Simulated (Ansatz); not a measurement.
## One atom moved along a line in SnO2

Method: DFT LDA, scalar-relativistic, plane waves, PAW in Ansatz. Cutoff 420 eV, Γ-centred 6×6×6 k-points, Gaussian smearing of 0.05 eV. No spin polarisation. Energies are free energies at this smearing, counted from the undisturbed cell; pressure is positive in compression.

Zero of the scan (relaxed at this level; this form isn't the usual structure):

```yaml
crystal:
  lattice:
    - [-3.20783, -1.85204, 4.08138]
    - [3.20783, -1.85204, 4.08138]
    - [0.00000, 3.70408, 4.08138]
  atoms:
    - { symbol: Sn, position: [0.50000, 0.50000, 0.50000] }
    - { symbol: Sn, position: [0.00000, 0.00000, 0.50000] }
    - { symbol: Sn, position: [0.00000, 0.50000, 0.00000] }
    - { symbol: Sn, position: [0.50000, 0.00000, 0.00000] }
    - { symbol: O, position: [0.24519, 0.24519, 0.24519] }
    - { symbol: O, position: [0.74519, 0.74519, 0.24519] }
    - { symbol: O, position: [0.74519, 0.24519, 0.74519] }
    - { symbol: O, position: [0.24519, 0.74519, 0.74519] }
    - { symbol: O, position: [0.75481, 0.75481, 0.75481] }
    - { symbol: O, position: [0.25481, 0.25481, 0.75481] }
    - { symbol: O, position: [0.25481, 0.75481, 0.25481] }
    - { symbol: O, position: [0.75481, 0.25481, 0.25481] }
```

The cell holds layers and no dispersion correction was added, so their binding is poorly described.

Atom 5 (O) is moved by x along the Cartesian unit vector (0.000, 0.000, 1.000); the cell and all other atoms stay fixed.

(x (Å), ΔE (meV/cell)): (-0.2000, 226.2), (-0.1333, 100.5), (-0.0667, 25.1), (0.0000, 0.0), (0.0333, 6.2), (0.0667, 24.8), (0.1000, 55.4), (0.1333, 97.9), (0.1667, 152.3), (0.2000, 217.8)

Cost: 10 runs of about 5 core-minutes in all, on Arm Neoverse V2 (shared hosts).